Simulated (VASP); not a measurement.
A run of VASP 6.6.1 is set up as follows.

File INCAR:

```
PREC = Accurate
ENCUT = 450
EDIFF = 1E-6
ISMEAR = 0
SIGMA = 0.02
LREAL = F
LASPH = T
NELM = 100
ALGO = Normal
ISIF = 2
LWAVE = F
LCHARG = T
GGA = PE
LELF = T
LVHAR = T
NBANDS = 20
```

KPOINTS

```
Automatic mesh
0
Gamma
  4 4 2
```

POSCAR

```
TaS2
1.0
    3.3500000000      0.0000000000      0.0000000000
   -1.6750000000      2.9011851027      0.0000000000
    0.0000000000      0.0000000000      5.8600000000
Ta S
1 2
Direct
    0.0000000000      0.0000000000      0.0000000000
    0.6666666667      0.3333333333      0.7500000000
    0.3333333333      0.6666666667      0.2500000000
```

Potentials or basis: VASP PAW PBE potentials, release 64 (Ta_sv_GW, S_GW).

Command:

```console
$ cat potpaw_PBE.64/Ta_sv_GW/POTCAR potpaw_PBE.64/S_GW/POTCAR > POTCAR
$ mpirun -np 1 vasp_std > vasp.out
```

(1) What does it give for the pressure?

(2) Estimate the largest force.

(3) Estimate the band gap on the k mesh.

Results:

(1) 9.3 GPa.

(2) 1.205 eV/Å.

(3) none (metal or under the smearing width).

Caveat: the k mesh is coarse (spacing up to 0.54 Å⁻¹), so the values aren't converged; this functional lacks dispersion, which binds the layers, so the pressure and a relaxed spacing across them are unreliable; forces of over 1 eV/Å show positions far from the minimum, so gaps and moduli don't describe the material at rest.
